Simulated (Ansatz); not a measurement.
# Ti3Al5: the cost of one run

Program: Ansatz 0.2.0. Level of theory: DFT r2SCAN, scalar-relativistic, plane waves, PAW. These are calculated values, not measurements.

1 further run of the same task is left out (set aside as unsound or not needed). Runs told in other sessions of the task aren't counted.

### Step 1. Starting point

It takes space group Pmmm (No. 47, orthorhombic). The conventional cell has a = 3.902 Å, b = 4.023 Å, c = 8.071 Å, α = 90.00°, β = 90.00°, γ = 90.00°. Ti (site symmetry mm2) is surrounded by 10 Al at 2.72 to 2.94 Å and 2 Ti at 2.89 Å. Ti (site symmetry mmm) has 8 Al at 2.80 to 2.81 Å and 4 Ti at 2.89 Å in its first shell of neighbours. Al (site symmetry mmm) is surrounded by 4 Al at 2.76 Å and 8 Ti at 2.80 to 2.94 Å. Al (site symmetry mmm) is surrounded by 4 Ti at 2.77 Å and 8 Al at 2.80 to 2.85 Å. Around Al (site symmetry mmm) lie 4 Ti at 2.72 Å and 8 Al at 2.80 to 2.89 Å. Around Al (site symmetry mm2) lie 6 Al at 2.76 to 2.89 Å and 6 Ti at 2.81 Å.

As a file:

```xyz
8
Lattice="3.9016 0.0000 0.0000 0.0000 4.0227 0.0000 0.0000 0.0000 8.0706" Properties=species:S:1:pos:R:3 pbc="T T T"
Ti    0.0000    2.0114    2.1377
Ti    0.0000    2.0114    5.9329
Ti    1.9508    2.0114    0.0000
Al    0.0000    0.0000    0.0000
Al    0.0000    0.0000    4.0353
Al    1.9508    2.0114    4.0353
Al    1.9508    0.0000    1.9558
Al    1.9508    0.0000    6.1148
```

It goes back to an entry of the Materials Project, which need not be the stable form.

This cell was relaxed beforehand with the same method: volume 15.83 Å³/atom, gap on the mesh none (metal).

### Step 2. Static run: bands, density of states and charges

Input file input.yaml:

```yaml
crystal:
  lattice:
    - [3.9016290122, 0.0, 0.0]
    - [0.0, 4.0227228113, 0.0]
    - [0.0, 0.0, 8.0705706867]
  atoms:
    - { symbol: Ti, position: [0.0, 0.5, 0.2648736031] }
    - { symbol: Ti, position: [0.0, 0.5, 0.7351263969] }
    - { symbol: Ti, position: [0.5, 0.5, 0.0] }
    - { symbol: Al, position: [0.0, 0.0, 0.0] }
    - { symbol: Al, position: [0.0, 0.0, 0.5] }
    - { symbol: Al, position: [0.5, 0.5, 0.5] }
    - { symbol: Al, position: [0.5, 0.0, 0.2423326362] }
    - { symbol: Al, position: [0.5, 0.0, 0.7576673638] }
basis:
  ecutwfc: 500
kpoints:
  mp_grid: { grid: [10, 10, 6] }
  band_path:
    path:
      - [[0.0, 0.0, 0.0], [0.5, 0.0, 0.0], [0.5, 0.5, 0.0], [0.0, 0.5, 0.0], [0.0, 0.0, 0.0], [0.0, 0.0, 0.5], [0.5, 0.0, 0.5], [0.5, 0.5, 0.5], [0.0, 0.5, 0.5], [0.0, 0.0, 0.5]]
      - [[0.5, 0.0, 0.0], [0.5, 0.0, 0.5]]
      - [[0.0, 0.5, 0.0], [0.0, 0.5, 0.5]]
      - [[0.5, 0.5, 0.0], [0.5, 0.5, 0.5]]
    npoints: 14
hamiltonian:
  xc: r2scan
scf:
  occupations: { method: gaussian, width: 0.1 }
  n_extra_bands: 20
output:
  forces: true
  stress: true
  eigenvalues: true
  populations: true
  dos: { projected: true, de: 0.02, nscf_kmesh: { grid: [15, 15, 9] } }
  bader: true
  write_density: true
  write_potential: true
  elf: true
  volumetric_format: npy
```

Command:

```
$ ansatz run input.yaml --threads 2 --pin off --max-ram 5120MiB --backend cpu --events-out ev --progress --plain --runs-dir out
```

What time and memory should one allow on 2 threads of Intel Xeon Platinum 8259CL at 2.50GHz (Skylake/Cascade Lake), shared host?

About 3.8 min, with a peak of 1.7 GiB.
